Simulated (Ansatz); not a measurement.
# ZrB2 (P6/mmm) in Ansatz: a series of runs

One crystal, ZrB2, is run at these levels: PBE, RPBE; tasks: single point, relaxation of cell and atoms.

Program: Ansatz 0.2.0. These are calculated values, not measurements. Logs are shortened: lines on timing, memory, paths and dates and some standing lists are left out, and cuts for length are marked.

**1. Starting point**

The structure is hexagonal, space group P6/mmm (No. 191). The conventional cell has a = 3.170 Å, b = 3.170 Å, c = 3.533 Å, α = 90.00°, β = 90.00°, γ = 120.00°. Zr (site symmetry 6/mmm) is surrounded by 12 B at 2.54 Å. B (site symmetry -6m2) has 3 B at 1.83 Å as nearest neighbours.

**2. Single point, PBE**

Contents of input.yaml:

```yaml
crystal:
  lattice:
    - [3.17, 0.0, 0.0]
    - [-1.585, 2.74530053, 0.0]
    - [0.0, 0.0, 3.533]
  atoms:
    - { symbol: Zr, position: [0.0, 0.0, 0.0] }
    - { symbol: B, position: [0.6666666667, 0.3333333333, 0.5] }
    - { symbol: B, position: [0.3333333333, 0.6666666667, 0.5] }
hamiltonian:
  xc: pbe
  pseudopotentials: { kind: paw }
kpoints:
  mp_grid: { grid: [10, 10, 8] }
scf:
  occupations: { method: gaussian, width: 0.028 }
output:
  forces: true
  stress: true
  eigenvalues: true
  write_density: true
  write_potential: true
  elf: true
  volumetric_format: npy
```

Potentials or basis: Ansatz PAW.

Started as:

```console
$ ansatz run input.yaml --threads 2 --pin off --max-ram 5632MiB --backend cpu --events-out ev --progress --plain --runs-dir out
```

Log:

```text
Warning: RAYON_NUM_THREADS=2 ignored (pool sized by the plan → 2); use --threads N
Engine: ansatz 0.2.0, x86_64-unknown-linux-gnu
Pseudopotentials: kind: paw
Pseudopotential: Zr, paw, valence charge 12, recommended cutoff 420 eV (normal), Zr.paw.azcp
Pseudopotential: B, paw, valence charge 3, recommended cutoff 420 eV (normal), B.paw.azcp
Functional definition: PBE
  parameter kappa = 0.804
  parameter beta = 0.06672455060314922
  exchange = pbe_x(kappa = kappa, mu = beta*pi^2/3)
  correlation = pbe_c(beta = beta)
Crystal: 3 atoms, lattice volume = 30.746 Å³
Basis set: ecut = 420 eV, 575 PW (Γ), exchange–correlation on 48×48×48 points (8 copies of the dense FFT grid, shifted against one another)
Bands: 13, of which v1, the nominal top of the filled ones, is band 9 counted from 1 (8 counted from 0)
Symmetry: 24 space group operations
Space group: P6/mmm (ITA 191), of the structure as read, at distance tolerance 3.1e-5 Å
k-points: 70 of 800
Non-local potential: Zr, projectors of the file, l = 0: 3, l = 1: 2, l = 2: 2, l = 3: 2
Non-local potential: B, projectors of the file, l = 0: 2, l = 1: 2, l = 2: 1
PAW form: soft (Blöchl's): semilocal exchange-correlation on the pseudo side does not see the compensation charge
PAW one-centre angular grid: Zr, 590 points (default); XC on 64 Gauss nodes
PAW one-centre angular grid: B, 110 points (default); XC on 64 Gauss nodes
Initial density: superposition of atomic densities (neutral atoms: chi_scale 0, normalization atom), corrected by the library's trained network
Initial wavefunctions: pseudopotential atomic-orbital guess
Functional: x = pbe(κ = 0.804, μ = 0.2195149727645171), c = pbe(β = 0.06672455060314922)
SCF iter   1: F=—  HF=-4498.717296 eV  |F-HF|=—  |Δ(HF+E_count)|=         —  Δρ=1.65e-3  dr2=4.68e-4  ethr=1.77e-3  ⟨swp⟩=5.5  Hψ=4529  notcnv=0
preconditioner: auto → none  [insulator: Δε(μ)=0.197 eV  Ē_g=8.842 eV  σ=0.028 eV  W_gap=0.53  n_scr=8 (ndim 8)  ℏωp=21.2 eV  f_vac=0.000  D(μ)=0.89/eV (n_scr^D=8)  ε∞_Penn≈6.7]
SCF iter   2: F=—  HF=-4498.717229 eV  |F-HF|=—  |Δ(HF+E_count)|=   6.73e-5  Δρ=7.31e-4  dr2=7.84e-5  ethr=2.60e-6  ⟨swp⟩=2.0  Hψ=2007  notcnv=0
SCF iter   3: F=—  HF=-4498.717273 eV  |F-HF|=—  |Δ(HF+E_count)|=   4.42e-5  Δρ=1.54e-4  dr2=4.03e-6  ethr=4.35e-7  ⟨swp⟩=2.2  Hψ=1412  notcnv=0
SCF iter   4: F=—  HF=-4498.717274 eV  |F-HF|=—  |Δ(HF+E_count)|=   5.93e-7  Δρ=5.72e-5  dr2=3.65e-7  ethr=2.24e-8  ⟨swp⟩=2.8  Hψ=1524  notcnv=0
iter 5 did not close the SCF: its close was put off for the readings that it lacked (scf_convergence_deferred on its scf_iter line)
SCF iter   5: F=-4498.717274 eV  HF=-4498.717274 eV  |F-HF|=6.18e-9  |Δ(HF+E_count)|=   3.50e-7  Δρ=5.68e-6  dr2=8.23e-9  ethr=2.03e-9  ⟨swp⟩=2.0  Hψ=1496  notcnv=0
SCF iter   6: F=-4498.717274 eV  HF=-4498.717274 eV  |F-HF|=2.15e-10  |Δ(HF+E_count)|=   2.97e-9  Δρ=1.18e-6  dr2=2.87e-10  ethr=4.57e-11  ⟨swp⟩=4.7  Hψ=4568  notcnv=0
SCF 1 converged in 6 iterations: F = -4498.717274 eV  dr2 = 2.87e-10
SCF converged after 6 iterations
Free energy (F): -4498.717274 eV
Harris-Foulkes:  -4498.717274 eV  (|F-HF|=2.15e-10)
Internal energy: -4498.716932 eV  (E = F + TS)
E sigma→0 (E₀):  -4498.717103 eV
Entropy (-TS):   -0.000342 eV (-0.114 meV/atom)
Fermi energy:    15.672134 eV
--- Per-component energies (eV) ---
  E_band       = -25.261408
  E_kinetic    = 435.199183
  E_local      = -556.493517  (includes V_loc(G=0)·N_el)
  E_nonlocal   = 100.556777
  E_hartree    = 176.057126
  E_xc         = -228.960957
  E_vxc        = -271.357742  (∫ρ·V_xc dr)
  E_paw        = -3110.890941  (= ΣΔE_a)
  E_vpaw       = -85.279991  (= ΣTr[D̂ρ^β])
  E_aug_tail   = 0.000016  (compensation charges beyond the density's cutoff)
  E_ewald      = -1314.184620
  E_smearing   = -0.000342  (= −TS)
  E_closure    = 0.000000  (closes the sum)
  Σ components = -4498.717274   (vs F -4498.717274, Δ=0.00e0)
--- Forces (eV/Å), atoms counted from 1 ---
  atom   1  Zr     0.00000000     0.00000000     0.00000000
  atom   2  B      0.00000000     0.00000000     0.00000000
  atom   3  B      0.00000000    -0.00000000     0.00000000
  max |Σ_I F_I| component: 1.36e-31 eV/Å
--- Stress (GPa, compression-positive) ---
        0.389297       0.000000       0.000000
       -0.000000       0.389297       0.000000
        0.000000       0.000000       1.580378
  P = ⅓ Tr σ = 0.7863 GPa (7.863 kbar)
--- Band table (eV; the first three rows and the last of 70) ---
  k-point 0: bands = ["-32.8350", "-11.0197", "-10.4724", "-10.4724", "3.0652", "13.1646", "13.1646", "13.2096", "13.4480", "19.1899", "19.1899", "19.9656", "19.9656"]
  k-point 1: bands = ["-32.8322", "-11.0750", "-10.4687", "-10.4687", "3.2939", "11.9786", "13.3111", "13.3111", "14.6095", "18.2237", "18.2237", "19.5015", "19.5015"]
  k-point 2: bands = ["-32.8253", "-11.2053", "-10.4596", "-10.4596", "3.9085", "10.6024", "13.7372", "13.7372", "15.8754", "17.0945", "17.0945", "18.4180", "18.4180"]
  k-point 69: bands = ["-32.6883", "-11.1502", "-11.1121", "-10.9783", "6.6049", "7.5637", "10.9009", "13.0314", "13.0845", "19.8040", "21.5014", "21.8725", "22.0169"]
```

Run time: 1.9 s. Hardware: 2 threads of Intel Xeon at 2.70GHz, shared host; peak memory 0.36 GiB.

Results:

- Free energy: -4498.7173 eV
- Pressure: 0.8 GPa
- Band gap on the k mesh: none (metal or under the smearing width)

Stress tensor (GPa, compression positive):
```
0.39 0.00 0.00
0.00 0.39 0.00
0.00 0.00 1.58
```

**3. Relaxation of cell and atoms, RPBE**

input.yaml: that of step 2 with these lines changed.

```diff
@@ -10,3 +10,3 @@
 hamiltonian:
-  xc: pbe
+  xc: rpbe
   pseudopotentials: { kind: paw }
@@ -15,3 +15,3 @@
 scf:
-  occupations: { method: gaussian, width: 0.028 }
+  occupations: { method: fermi_dirac, width: 0.05 }
 output:
@@ -20,5 +20,5 @@
   eigenvalues: true
-  write_density: true
-  write_potential: true
-  elf: true
-  volumetric_format: npy
+relax:
+  f_tol: 0.01
+  max_steps: 40
+  cell: { stress_tol: 0.05 }
```

Potentials or basis: Ansatz PAW.

Started as:

```console
$ ansatz run input.yaml --threads 2 --pin off --max-ram 5632MiB --backend cpu --events-out ev --progress --plain --runs-dir out
```

Wall time 10 s (2 threads of Intel Xeon at 2.70GHz, shared host); peak memory 0.37 GiB.

The run converged. Its results:

```
Free energy                            : -4507.6712 eV
Relaxed volume                         : 10.44 Å³/atom
Relaxed cell                           : a = 3.186 Å, b = 3.186 Å, c = 3.564 Å, α = 90.00°, β = 90.00°, γ = 120.00°
Space group after relaxing (to 0.05 Å) : P6/mmm (No. 191)
Energy gained by relaxing              : 2.7 meV/atom
Ionic steps                            : 7
Pressure after relaxing                : 0.0 GPa
Band gap on the k mesh                 : none (metal or under the smearing width)
```

Step by step:
```tsv
step	energy change (eV)	largest force (eV/Å)	volume (Å³)
1	0.0000	0.0000	30.75
2	-0.0035	0.0000	31.60
3	-0.0071	0.0000	31.36
4	-0.0073	0.0000	31.32
5	-0.0080	0.0000	31.32
6	-0.0080	0.0000	31.32
7	-0.0080	0.0000	31.32
```

Final structure:
```
CELL_PARAMETERS angstrom
3.18586 0.00000 0.00000
-1.59293 2.75904 0.00000
0.00000 0.00000 3.56361
ATOMIC_POSITIONS crystal
Zr 0.00000 0.00000 0.00000
B 0.66667 0.33333 0.50000
B 0.33333 0.66667 0.50000
```

Levels at points of the mesh, in eV from the Fermi level:
| k point | band 6 | band 7 | band 8 | band 9 | band 10 | band 11 | band 12 | band 13 |
| --- | --- | --- | --- | --- | --- | --- | --- | --- |
| (0.00, 0.00, 0.00) | -2.49 | -2.49 | -2.47 | -2.31 | 3.39 | 3.39 | 4.15 | 4.15 |
| (0.00, 0.00, -0.50) | -6.84 | -0.85 | -0.85 | 0.43 | 0.43 | 0.84 | 0.84 | 1.82 |
| (0.00, -0.50, 0.00) | -8.48 | -3.78 | -2.95 | -2.55 | 2.27 | 2.32 | 4.90 | 4.94 |
| (0.00, -0.50, -0.50) | -6.94 | -4.45 | -3.99 | -1.97 | 3.69 | 4.05 | 5.25 | 6.09 |

Caveat: the plane-wave basis is chosen anew once the cell has moved, so the energies of steps on either side of that aren't comparable; the PAW data sets come from PBE, with cores solved anew for the run's functional, which leaves a small shift of forces and pressure. RPBE and its kin give volumes clearly too large for solids.
